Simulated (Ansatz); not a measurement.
AgCl (Chlorargyrite):

```
Ag Cl
1.0
     0.00000    2.73500    2.73500
     2.73500    0.00000    2.73500
     2.73500    2.73500    0.00000
Ag Cl
1 1
Direct
  0.00000 0.00000 0.00000
  0.50000 0.50000 0.50000
```

Base run:

```yaml
Program: Ansatz 0.2.0
Functional: PBE0
Potentials_or_basis: all-electron PAW datasets made for the crystal
Cutoff: 290 eV
Density_cutoff: 1160 eV
k_mesh: 6 × 6 × 6
Occupations: fermi-dirac, width 0.05 eV
Spin: no spin polarisation
```

Its results: band gap on the k mesh 3.10 eV, indirect (least direct gap 5.52 eV).

Problem. After a change of settings the same cell gave: band gap on the k mesh 0.91 eV, indirect (least direct gap 3.40 eV). Which change was it?
A. functional from PBE0 to PBEsol; cutoff from 290 eV to 260 eV; density cutoff from 1160 eV to 1040 eV
B. functional from PBE0 to HSE06
C. functional from PBE0 to PBE; cutoff from 290 eV to 260 eV; density cutoff from 1160 eV to 1040 eV

Solution. C.

PBE0 gives the wider gap, since exact exchange removes part of the self-interaction.

Not every run made on this cell is shown here.
